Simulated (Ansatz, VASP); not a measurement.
**Two plane-wave programs on C**

File INCAR:

```
SYSTEM = C
PREC = Accurate
ENCUT = 600
EDIFF = 1E-7
ISMEAR = 0
SIGMA = 0.1
LREAL = .False.
LASPH = .True.
NELM = 80
ALGO = Normal
ISIF = 3
LWAVE = .False.
LCHARG = .False.
GGA = PE
IBRION = 2
NSW = 90
EDIFFG = -0.04
```

File KPOINTS:

```
Automatic mesh
0
Gamma
  6 6 6
  0 0 0
```

Contents of POSCAR:

```
C
1.0
    2.6103571100      0.0000000000      0.0000000000
    0.0000000000      2.6103571100      0.0000000000
    0.0000000000      0.0000000000      2.6103571100
C
3
Direct
    0.5000000000      0.0000000000      0.0000000000
    0.0000000000      0.5000000000      0.0000000000
    0.0000000000      0.0000000000      0.5000000000
```

Input for Ansatz:

```yaml
crystal:
  lattice:
    - [2.61035711, 0.0, 0.0]
    - [0.0, 2.61035711, 0.0]
    - [0.0, 0.0, 2.61035711]
  atoms:
    - { symbol: C, position: [0.5, 0.0, 0.0] }
    - { symbol: C, position: [0.0, 0.5, 0.0] }
    - { symbol: C, position: [0.0, 0.0, 0.5] }
basis:
  ecutwfc: 420
kpoints:
  mp_grid: { grid: [6, 6, 6] }
hamiltonian:
  xc: pbe
scf:
  occupations: { method: gaussian, width: 0.1 }
  lower_state_search: "off"
output:
  forces: true
  stress: true
  eigenvalues: true
relax:
  adjacent_minimum: "off"
  f_tol: 0.04
  max_steps: 70
  cell: { stress_tol: 0.4 }
```

Alike in both runs: task relaxation of cell and atoms; functional PBE; k mesh 6 × 6 × 6; occupations gaussian, width 0.1 eV; no spin polarisation.

|  | VASP | Ansatz |
| --- | --- | --- |
| version | VASP 6.6.1 | Ansatz 0.2.0 |
| potentials or method | VASP PAW PBE potentials, release 64 (C) | scalar-relativistic, plane waves, PAW |
| plane-wave cutoff (eV) | 600 | 420 |
| valence electrons in the cell | 12 | 12 |

```csv
,VASP,Ansatz,Ansatz less VASP
"gap on the k mesh at the Fermi level, each at its own relaxed structure (eV)",none,none,-
relaxed volume (Å³/atom),6.25,6.26,+0.011
relaxed cell length with the largest relative difference (Å),2.657,2.658,+0.0015
energy change over the relaxation (meV/atom),-10,-11,-1.0
```

A gap of «none» marks a metal or a gap that the smearing closes.

Caveats: the k mesh is coarse (spacing up to 0.40 Å⁻¹), so the values aren't converged.
